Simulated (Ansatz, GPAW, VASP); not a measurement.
SrO: the functional in 3 programs

Space group Fm-3m (No. 225). a = 5.133 Å, b = 5.133 Å, c = 5.133 Å, α = 90.00°, β = 90.00°, γ = 90.00°
```json
{"atom": "Sr", "site": "4b", "symmetry": "m-3m", "x": "0.5000", "y": "0.0000", "z": "0.0000"}
{"atom": "O", "site": "4a", "symmetry": "m-3m", "x": "0.0000", "y": "0.0000", "z": "0.0000"}
```

Kept alike: task band structure; k mesh 9 × 9 × 9; occupations fermi-dirac, width 0.05 eV; no spin polarisation. The mesh is that of the run's cell of 2 atoms. No spin-orbit coupling.

- A: GPAW; PAW data sets generated for this functional (BLYP, PBEsol); the program's PAW data sets (release 1.2.1) made for this functional (LDA, RPBE, revPBE); GPAW PAW data sets (gpaw-data 1.2.1) (PBE), cutoff 800 eV
- B: Ansatz, all-electron LAPW, scalar-relativistic
- C: VASP; PBE PAW files O, Sr_sv, 520 eV (BLYP, PBE, PBEsol, RPBE, revPBE); LDA PAW files O, Sr_sv, 520 eV (LDA)

| functional | A: pressure (GPa) | B: pressure (GPa) | C: pressure (GPa) |
| --- | --- | --- | --- |
| BLYP | 6.66 | 6.22 | 6.93 |
| LDA | -3.24 | -3.82 | -3.10 |
| PBE | 3.83 | 3.33 | ? |
| PBEsol | 0.02 | -0.55 | 0.07 |
| RPBE | 6.90 | 6.39 | 7.01 |
| revPBE | 6.09 | 5.58 | 6.20 |

Pressure is positive in compression; plane-wave values hold the error of the finite cutoff. Values on potentials made for another functional: some of C.

Question: Estimate the value left open.

Answer: In the median of the other rows C lies +0.37 GPa from the other columns' mean, which points to 3.95; the run gave 3.92 GPa, -0.03 from it.

At this fixed cell the functional matters far more than the program. Pressure rises from LDA through PBEsol, PBE, revPBE and BLYP to RPBE in every column, with LDA favouring contraction and all but PBEsol among the gradient-corrected functionals clearly favouring expansion. LDA's overbinding is familiar. Gradient-enhanced exchange favours inhomogeneous densities and so weakens cohesion where the closed-shell ions overlap. PBEsol softens this enhancement, while revPBE and RPBE strengthen it beyond PBE. BLYP also changes the correlation, so its place cannot be assigned to exchange alone.

B gives the lowest and C the highest pressure in each row, probably reflecting differences in core treatment and basis. This offset varies little between functionals, which is why the missing PBE value could be estimated so closely. For PBEsol, however, it is enough to change the sign, so the programs agree only that the cell lies near equilibrium, not on whether it would expand or contract. That near-balance does not in itself establish PBEsol's accuracy against the measured lattice constant.
